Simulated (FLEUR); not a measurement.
Here is a FLEUR MaX-R8.1 (patched build s14) calculation.

inp.xml

```xml
<?xml version="1.0" encoding="UTF-8" standalone="no"?>
<fleurInput fleurInputVersion="0.39">
   <comment>
      Pb                                                                                                  
   </comment>
   <calculationSetup>
      <cutoffs Kmax="3.8" Gmax="11.8" GmaxXC="11.8" numbands="0"/>
      <scfLoop itmax="60" minDistance="0.00001" maxIterBroyd="15" imix="Anderson" alpha="0.05" precondParam="0.0" spinf="2.0"/>
      <coreElectrons ctail="T" frcor="F" kcrel="0" coretail_lmax="0"/>
      <xcFunctional name="rpbe" relativisticCorrections="F"/>
      <magnetism jspins="1"/>
      <soc l_soc="F" theta="0.0" phi="0.0" spav="F"/>
      <expertModes spex="0" secvar="F"/>
      <geometryOptimization l_f="F" forcealpha="1.0" forcemix="BFGS" epsdisp="0.00001" epsforce="0.00001"/>
      <ldaU l_linMix="F" mixParam="0.05" spinf="1.0"/>
   </calculationSetup>
   <cell>
      <bzIntegration valenceElectrons="20.0" mode="hist" fermiSmearingEnergy="0.00183747">
         <kPointListSelection listName="default-1"/>
         <!-- k-points included here -->
         <xi:include xmlns:xi="http://www.w3.org/2001/XInclude" href="kpts.xml"> </xi:include>
      </bzIntegration>
      <!-- symmetry operations included here -->
      <xi:include xmlns:xi="http://www.w3.org/2001/XInclude" href="sym.xml"> </xi:include>
      <bulkLattice scale="1.0">
         <bravaisMatrix>
            <row-1>    0.0000000000000000     4.6771099529074922     4.6771099529074922</row-1>
            <row-2>    4.6771099529074922     0.0000000000000000     4.6771099529074922</row-2>
            <row-3>    4.6771099529074922     4.6771099529074922     0.0000000000000000</row-3>
         </bravaisMatrix>
      </bulkLattice>
   </cell>
   <atomSpecies>
      <species name="Lead (Pb)" element="Pb" atomicNumber="82">
         <mtSphere radius="2.66" gridPoints="879" logIncrement="0.015"/>
         <atomicCutoffs lmax="11" lnonsphr="8"/>
         <electronConfig flipSpins="F">
            <coreConfig>(1s1/2) (2s1/2) (2p1/2) (2p3/2) (3s1/2) (3p1/2) (3p3/2) (4s1/2) (3d3/2) (3d5/2) (4p1/2) (4p3/2) (4d3/2) (4d5/2) (4f5/2) (4f7/2) (5s1/2)</coreConfig>
            <valenceConfig>(5p1/2) (5p3/2) (6s1/2) (5d3/2) (5d5/2) (6p1/2) (6p3/2)</valenceConfig>
            <stateOccupation state="(6p1/2)" spinUp="0.333333" spinDown="0.333333"/>
            <stateOccupation state="(6p3/2)" spinUp="0.666667" spinDown="0.666667"/>
         </electronConfig>
         <energyParameters s="6" p="6" d="5" f="5"/>
         <lo type="SCLO" l="1" n="5" eDeriv="0"/>
         <lo type="SCLO" l="1" n="5" eDeriv="1"/>
         <lo type="SCLO" l="0" n="6" eDeriv="2"/>
         <lo type="SCLO" l="2" n="5" eDeriv="2"/>
         <lo type="SCLO" l="3" n="5" eDeriv="2"/>
      </species>
   </atomSpecies>
   <atomGroups>
      <atomGroup species="Lead (Pb)">
         <relPos label="                   1">.0000000000 .0000000000 .0000000000</relPos>
         <force calculate="T" relaxXYZ="TTT"/>
      </atomGroup>
   </atomGroups>
   <output dos="F" band="F" slice="F">
      <checks vchk="F" cdinf="F"/>
      <bandDOS minEnergy="-.5*Htr" maxEnergy="0.5*Htr" sigma="0.015" storeEVData="T"/>
      <vacuumDOS vacdos="F" integ="F" star="F" nstars="0" locx1="0.0" locy1="0.0" locx2="0.0" locy2="0.0" nstm="0" tworkf="0.0"/>
      <unfoldingBand unfoldBand="F" supercellX="1" supercellY="1" supercellZ="1"/>
      <plotting iplot="0" polar="F">
         <plot TwoD="T" vec1="  1.0  0.0  0.0" vec2="  0.0  1.0  0.0" vec3="  0.0  0.0  1.0" zero="  0.0  0.0  0.0" file="plot"/>
      </plotting>
      <chargeDensitySlicing numkpt="0" minEigenval="0.0" maxEigenval="0.0" nnne="0" pallst="F"/>
      <specialOutput eonly="F"/>
      <magneticCircularDichroism mcd="F" energyLo="-10.0" energyUp="0.0"/>
   </output>
  <!-- We include the file relax.xml here to enable relaxations (see documentation) -->
  <xi:include xmlns:xi="http://www.w3.org/2001/XInclude" href="relax.xml"> <xi:fallback/> </xi:include>
</fleurInput>
```

The input crystal.txt:

```
Pb
&input cartesian=F /
0.0000000000  2.4750200000  2.4750200000
2.4750200000  0.0000000000  2.4750200000
2.4750200000  2.4750200000  0.0000000000
1.8897261246
1.0 1.0 1.0

1
82 0.0000000000  0.0000000000  0.0000000000

&kpt div1=9 div2=9 div3=9 gamma=T /
```

File inp.xml (dos):

```
<?xml version="1.0" encoding="UTF-8" standalone="no"?>
<fleurInput fleurInputVersion="0.39">
   <comment>
      Pb                                                                                                  
   </comment>
   <calculationSetup>
      <cutoffs Kmax="3.8" Gmax="11.8" GmaxXC="11.8" numbands="0"/>
      <scfLoop itmax="60" minDistance="0.00001" maxIterBroyd="15" imix="Anderson" alpha="0.05" precondParam="0.0" spinf="2.0"/>
      <coreElectrons ctail="T" frcor="F" kcrel="0" coretail_lmax="0"/>
      <xcFunctional name="rpbe" relativisticCorrections="F"/>
      <magnetism jspins="1"/>
      <soc l_soc="F" theta="0.0" phi="0.0" spav="F"/>
      <expertModes spex="0" secvar="F"/>
      <geometryOptimization l_f="F" forcealpha="1.0" forcemix="BFGS" epsdisp="0.00001" epsforce="0.00001"/>
      <ldaU l_linMix="F" mixParam="0.05" spinf="1.0"/>
   </calculationSetup>
   <cell>
      <bzIntegration valenceElectrons="20.0" mode="hist" fermiSmearingEnergy="0.00183747">
         <kPointListSelection listName="default-1"/>
         <!-- k-points included here -->
         <xi:include xmlns:xi="http://www.w3.org/2001/XInclude" href="kpts.xml"> </xi:include>
      </bzIntegration>
      <!-- symmetry operations included here -->
      <xi:include xmlns:xi="http://www.w3.org/2001/XInclude" href="sym.xml"> </xi:include>
      <bulkLattice scale="1.0">
         <bravaisMatrix>
            <row-1>    0.0000000000000000     4.6771099529074922     4.6771099529074922</row-1>
            <row-2>    4.6771099529074922     0.0000000000000000     4.6771099529074922</row-2>
            <row-3>    4.6771099529074922     4.6771099529074922     0.0000000000000000</row-3>
         </bravaisMatrix>
      </bulkLattice>
   </cell>
   <atomSpecies>
      <species name="Lead (Pb)" element="Pb" atomicNumber="82">
         <mtSphere radius="2.66" gridPoints="879" logIncrement="0.015"/>
         <atomicCutoffs lmax="11" lnonsphr="8"/>
         <electronConfig flipSpins="F">
            <coreConfig>(1s1/2) (2s1/2) (2p1/2) (2p3/2) (3s1/2) (3p1/2) (3p3/2) (4s1/2) (3d3/2) (3d5/2) (4p1/2) (4p3/2) (4d3/2) (4d5/2) (4f5/2) (4f7/2) (5s1/2)</coreConfig>
            <valenceConfig>(5p1/2) (5p3/2) (6s1/2) (5d3/2) (5d5/2) (6p1/2) (6p3/2)</valenceConfig>
            <stateOccupation state="(6p1/2)" spinUp="0.333333" spinDown="0.333333"/>
            <stateOccupation state="(6p3/2)" spinUp="0.666667" spinDown="0.666667"/>
         </electronConfig>
         <energyParameters s="6" p="6" d="5" f="5"/>
         <lo type="SCLO" l="1" n="5" eDeriv="0"/>
         <lo type="SCLO" l="1" n="5" eDeriv="1"/>
         <lo type="SCLO" l="0" n="6" eDeriv="2"/>
         <lo type="SCLO" l="2" n="5" eDeriv="2"/>
         <lo type="SCLO" l="3" n="5" eDeriv="2"/>
      </species>
   </atomSpecies>
   <atomGroups>
      <atomGroup species="Lead (Pb)">
         <relPos label="                   1">.0000000000 .0000000000 .0000000000</relPos>
         <force calculate="T" relaxXYZ="TTT"/>
      </atomGroup>
   </atomGroups>
   <output dos="T" band="F" slice="F">
      <checks vchk="F" cdinf="F"/>
      <bandDOS minEnergy="-0.8*Htr" maxEnergy="0.5*Htr" sigma="0.005" storeEVData="T"/>
      <vacuumDOS vacdos="F" integ="F" star="F" nstars="0" locx1="0.0" locy1="0.0" locx2="0.0" locy2="0.0" nstm="0" tworkf="0.0"/>
      <unfoldingBand unfoldBand="F" supercellX="1" supercellY="1" supercellZ="1"/>
      <plotting iplot="0" polar="F">
         <plot TwoD="T" vec1="  1.0  0.0  0.0" vec2="  0.0  1.0  0.0" vec3="  0.0  0.0  1.0" zero="  0.0  0.0  0.0" file="plot"/>
      </plotting>
      <chargeDensitySlicing numkpt="0" minEigenval="0.0" maxEigenval="0.0" nnne="0" pallst="F"/>
      <specialOutput eonly="F"/>
      <magneticCircularDichroism mcd="F" energyLo="-10.0" energyUp="0.0"/>
   </output>
  <!-- We include the file relax.xml here to enable relaxations (see documentation) -->
  <xi:include xmlns:xi="http://www.w3.org/2001/XInclude" href="relax.xml"> <xi:fallback/> </xi:include>
</fleurInput>
```

Potentials or basis: all-electron, FLAPW.

Run with:

```sh
$ inpgen -f crystal.txt -profile fastHighL
$ # inp.xml edited to the form shown
$ fleur
$ # inp.xml edited to the form shown
$ fleur   # second run, on inp.xml (dos)
```

Task: Predict the band gap on the k mesh.

Result: None (metal or under the smearing width).

States per cell in windows of 0.5 eV (zero at the Fermi level; states under -8 eV left out):
| from (eV) | total | INT | MT:1p | MT:1s | MT:1d | MT:1f | Sym |
| --- | --- | --- | --- | --- | --- | --- | --- |
| -8.0 | 0.42 | 0.13 | 0.01 | 0.28 | 0.01 | 0.00 | 0.00 |
| -7.5 | 0.30 | 0.08 | 0.01 | 0.21 | 0.00 | 0.00 | 0.00 |
| -7.0 | 0.26 | 0.06 | 0.00 | 0.19 | 0.00 | 0.00 | 0.00 |
| -6.5 | 0.06 | 0.01 | 0.00 | 0.04 | 0.00 | 0.00 | 0.00 |
| -6.0 | 0.00 | 0.00 | 0.00 | 0.00 | 0.00 | 0.00 | 0.00 |
| -5.5 | 0.00 | 0.00 | 0.00 | 0.00 | 0.00 | 0.00 | 0.00 |
| -5.0 | 0.00 | 0.00 | 0.00 | 0.00 | 0.00 | 0.00 | 0.00 |
| -4.5 | 0.01 | 0.00 | 0.00 | 0.00 | 0.00 | 0.00 | 0.00 |
| -4.0 | 0.08 | 0.05 | 0.03 | 0.00 | 0.00 | 0.00 | 0.00 |
| -3.5 | 0.15 | 0.09 | 0.05 | 0.00 | 0.00 | 0.00 | 0.00 |
| -3.0 | 0.23 | 0.13 | 0.08 | 0.01 | 0.00 | 0.00 | 0.00 |
| -2.5 | 0.39 | 0.23 | 0.14 | 0.02 | 0.01 | 0.00 | 0.00 |
| -2.0 | 0.35 | 0.19 | 0.12 | 0.03 | 0.01 | 0.00 | 0.00 |
| -1.5 | 0.21 | 0.11 | 0.07 | 0.02 | 0.00 | 0.00 | 0.00 |
| -1.0 | 0.22 | 0.12 | 0.08 | 0.01 | 0.01 | 0.00 | 0.00 |
| -0.5 | 0.38 | 0.20 | 0.14 | 0.03 | 0.01 | 0.00 | 0.00 |
| 0.0 | 0.11 | 0.06 | 0.04 | 0.01 | 0.00 | 0.00 | 0.00 |
| 0.5 | 0.33 | 0.17 | 0.13 | 0.02 | 0.01 | 0.00 | 0.00 |
| 1.0 | 0.31 | 0.17 | 0.12 | 0.01 | 0.01 | 0.00 | 0.00 |
| 1.5 | 0.31 | 0.16 | 0.12 | 0.01 | 0.01 | 0.00 | 0.00 |
| 2.0 | 0.45 | 0.23 | 0.18 | 0.01 | 0.02 | 0.00 | 0.00 |
| 2.5 | 0.34 | 0.17 | 0.15 | 0.01 | 0.01 | 0.00 | 0.00 |
| 3.0 | 0.28 | 0.14 | 0.12 | 0.01 | 0.01 | 0.00 | 0.00 |
| 3.5 | 0.44 | 0.21 | 0.20 | 0.01 | 0.01 | 0.01 | 0.00 |
| 4.0 | 0.25 | 0.12 | 0.12 | 0.00 | 0.01 | 0.00 | 0.00 |
| 4.5 | 0.32 | 0.14 | 0.16 | 0.00 | 0.01 | 0.00 | 0.00 |

The run has no spin-orbit coupling, so splittings on Pb are missing.
